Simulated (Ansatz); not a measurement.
A (111) slab of Fe (Fm-3m (No. 225)), 6 planes, outer planes Fe (top) and Fe (bottom), with 6 atoms (Fe6) in a surface cell of A = 5.024 Å², as cut from the bulk:

```
Fe
1.0
     2.40856    0.00000    0.00000
    -1.20428    2.08587    0.00000
     0.00000    0.00000   24.83290
Fe
6
Direct
  0.66667 0.33333 0.30202
  0.33333 0.66667 0.38121
  0.00000 0.00000 0.46040
  0.66667 0.33333 0.53960
  0.33333 0.66667 0.61879
  0.00000 0.00000 0.69798
```

These are results of DFT PBEsol, scalar-relativistic, plane waves, PAW (Ansatz 0.2.0), not measurements. Cutoff 420 eV; k points 15×15×1 on the computed 6-atom cell (Γ-centred); Gaussian smearing, width 0.10 eV; collinear spin from starting moments 0.23 0.23 0.23 0.23 0.23 0.23 μB.

Against the same 6 atoms in the bulk, the slab as cut lies 1.891 eV higher and the relaxed slab 1.888 eV higher.

(1) Work out the surface energy before and after relaxation.

(2) A cut through this plane breaks about 3 nearest-neighbour bonds a surface cell. What does each broken bond cost, before relaxation?

(3) What is the ideal work of this cut, per area?

Results:

(1) The slab has two faces, so γ = (E_slab − N·E_bulk)/(2A), the mean of both. As cut: 1.891/(2 × 5.024) = 0.1882 eV/Å², and 1 eV/Å² = 16.02 J/m², so γ = 3.01 J/m². Relaxed: 1.888/(2 × 5.024) = 0.1879 eV/Å² = 3.01 J/m². Relaxation recovers 0.2 % of the cost of cutting.

(2) One cut makes two faces and costs 2γA = 1.891 eV, shared by 3 bonds: 0.63 eV a bond. In a metal this is less than the cohesive energy a bond, since the bonds that remain at the surface strengthen.

(3) Griffith's ideal work is 2γ: 6.03 J/m² if the new faces stay rigid, 6.02 J/m² if they relax. One thickness was run, 6 planes, so γ can still shift with it.

The reference crystal is the fcc form of Fe, which isn't its usual structure.